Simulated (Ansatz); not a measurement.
# Si: the cost of one run

Method: DFT PBEsol, scalar-relativistic, plane waves, PAW, in Ansatz 0.2.0.

2 further runs of the same task are left out: 2 set aside as unsound or not needed.

## 1. The structure to begin with

The structure is cubic, space group Fd-3m (No. 227). Conventional cell: a = 5.433 Å, b = 5.433 Å, c = 5.433 Å, α = 90.00°, β = 90.00°, γ = 90.00°. Around Si (site symmetry -43m) lie 4 Si at 2.35 Å.

Structure file:

```cif
data_structure
_symmetry_space_group_name_H-M 'Fd-3m:1'
_symmetry_Int_Tables_number 227
_cell_length_a 5.4330
_cell_length_b 5.4330
_cell_length_c 5.4330
_cell_angle_alpha 90.000
_cell_angle_beta 90.000
_cell_angle_gamma 90.000
_cell_volume 160.37
loop_
_atom_site_label
_atom_site_type_symbol
_atom_site_symmetry_multiplicity
_atom_site_Wyckoff_symbol
_atom_site_fract_x
_atom_site_fract_y
_atom_site_fract_z
_atom_site_occupancy
Si1 Si 8 a 0.50000 0.00000 0.50000 1
```

This cell was relaxed beforehand with the same method: volume 20.05 Å³/atom, gap on the mesh 0.46 eV.

## 2. Relaxing to 0.001 eV/Å

Response functions are second derivatives at a minimum, so forces and stress are first brought close to zero on the mesh and occupations that the response runs use.

Contents of input.yaml:

```yaml
crystal:
  lattice:
    - [0.0, 2.7165040204, 2.7165040204]
    - [2.7165040204, 0.0, 2.7165040204]
    - [2.7165040204, 2.7165040204, 0.0]
  atoms:
    - { symbol: Si, position: [0.5, 0.5, 0.5] }
    - { symbol: Si, position: [0.75, 0.75, 0.75] }
basis:
  ecutwfc: 420
kpoints:
  mp_grid: { grid: [12, 12, 12] }
hamiltonian:
  xc: pbesol
scf:
  occupations: { method: fixed }
output:
  forces: true
  stress: true
  eigenvalues: true
relax:
  adjacent_minimum: "off"
  f_tol: 0.001
  max_steps: 60
  cell: { stress_tol: 0.01 }
```

Started as:

```bash
$ ansatz run input.yaml --threads 1 --pin off --max-ram 3072MiB --backend cpu --events-out ev --progress --plain --runs-dir out
```

**Question.** How long does this run take on 1 thread of Intel Xeon 6975P-C (Granite Rapids), shared host, and how much memory does it need?

About 2.9 s, with a peak of 0.36 GiB.
